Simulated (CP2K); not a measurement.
Crystal: Sb.

```
Sb
1.0
     3.35344    0.00000    0.00000
     1.67672    2.90417    0.00000
     1.67672    0.96806    2.73808
Sb
1
Direct
  0.00000 0.00000 0.00000
```

This isn't the form of Sb at room conditions, which is rhombohedral.

Base run:

```yaml
Program: CP2K 2026.2
Functional: OLYP
Potentials_or_basis: POTENTIAL_UZH Sb GTH-PBE-q5; TZVP-MOLOPT-PBE-GTH basis
Density_cutoff: 9184 eV
k_mesh: 10 × 10 × 10
Occupations: fermi-dirac, width 0.05 eV
Spin: no spin polarisation
```

Its results: band gap on the k mesh none (metal or under the smearing width); pressure 1.5 GPa.

Task: After a change of settings the same cell gave: band gap on the k mesh none (metal or under the smearing width); pressure 8.8 GPa. Which change was it?
A. functional from OLYP to PBE
B. functional from OLYP to HLE17
C. functional from OLYP to LDA
D. functional from OLYP to BLYP

Result: D.

Caveats: the potentials were made for another functional, which shifts forces and pressure; spin-orbit coupling is left out, which moves the levels of the heavy elements; the basis of atomic orbitals isn't converged, which shifts pressures, moduli and gaps.
